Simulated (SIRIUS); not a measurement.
Si2Ni, 3 atoms in the cell. It takes space group Fm-3m (No. 225, cubic). Conventional cell: a = 5.406 Å, b = 5.406 Å, c = 5.406 Å, α = 90.00°, β = 90.00°, γ = 90.00°. Ni (site symmetry m-3m) is surrounded by 8 Si at 2.34 Å. Si (site symmetry -43m) is surrounded by 4 Ni at 2.34 Å. 

```yaml
Program: SIRIUS 7.10.0
Task: single point
Functional: PBE
Potentials_or_basis: in-house norm-conserving set, PBE (scalar relativistic)
Cutoff: 1416 eV
Density_cutoff: 5662 eV
k_mesh: 5 × 5 × 5
Occupations: fermi-dirac, width 0.05 eV
Spin: collinear spin, ferromagnetic start
Starting_moments: "[1.0, 0.0, 0.0] μB"
Libxc_names: "[\"XC_GGA_X_PBE\", \"XC_GGA_C_PBE\"]"
Energy_tol: 1e-08 Ha
Density_tol: 1e-06
Mixer: anderson
Mixing_beta: 0.5
Max_scf: 100
Radial_cutoff_for_the_potentials'_integrals: 6.5 bohr
```

Potentials or basis: in-house norm-conserving set, PBE (scalar relativistic).

Command:

```bash
$ upf_to_json Ni.upf
$ upf_to_json Si.upf
$ OMP_NUM_THREADS=1 sirius.scf --input=sirius.json --output=out.json --task=0
```

Hardware: 1 thread of Arm Neoverse V2, with other jobs on the host.

**Question.** Estimate the wall time of this run.

**Answer.** Wall time 58 s on 1 thread of Arm Neoverse V2 (shared host), peak memory 0.38 GiB. Counts: scf iterations 14, k points 10, plane waves 4813, bands 21.
